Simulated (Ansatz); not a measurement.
Rows from a G0W0 calculation on InGa3P4 (quasi-random alloy, started on the GaP lattice) (P1) (Ansatz 0.2.0; G0W0 on LDA, plane waves, PAW; 2×2×2 mesh, 1182 empty bands, screening to 85 eV), in eV. Spin-orbit coupling is left out.

| row | k | band | start | Σx | Σc at the solution | Vxc |
| --- | --- | --- | --- | --- | --- | --- |
| A | Γ | c1 | 8.641 | -9.643 | -3.915 | -14.188 |
| B | Γ | v1 | 7.279 | -17.131 | 1.304 | -15.648 |
| C | Γ | v2 | 7.247 | -17.129 | 1.301 | -15.647 |
| D | Γ | v3 | 7.231 | -17.129 | 1.304 | -15.643 |
| E | Γ | c3 | 8.684 | -7.383 | -3.745 | -11.466 |
| F | Γ | c2 | 8.665 | -7.613 | -3.758 | -11.736 |

Give the quasiparticle energies and the shift of each level.

The quasiparticle equation reads E = start + Σx + Σc(E) − Vxc.

| row | E (eV) | shift (eV) |
| --- | --- | --- |
| A | 9.271 | +0.630 |
| B | 7.100 | −0.179 |
| C | 7.066 | −0.181 |
| D | 7.049 | −0.182 |
| E | 9.021 | +0.338 |
| F | 9.030 | +0.365 |

Limits: not at the basis limit; no spin-orbit coupling.

[Runs of the session that timed out or met a known fault of the program may be left out.]

[Cells called generated may have been cut or substituted from an entry of the Crystallography Open Database or the Materials Project.]

[Hosts, paths, dates, database ids (printed as entryN), source tags and the programs' standing remarks are cut or masked in the printed files.]
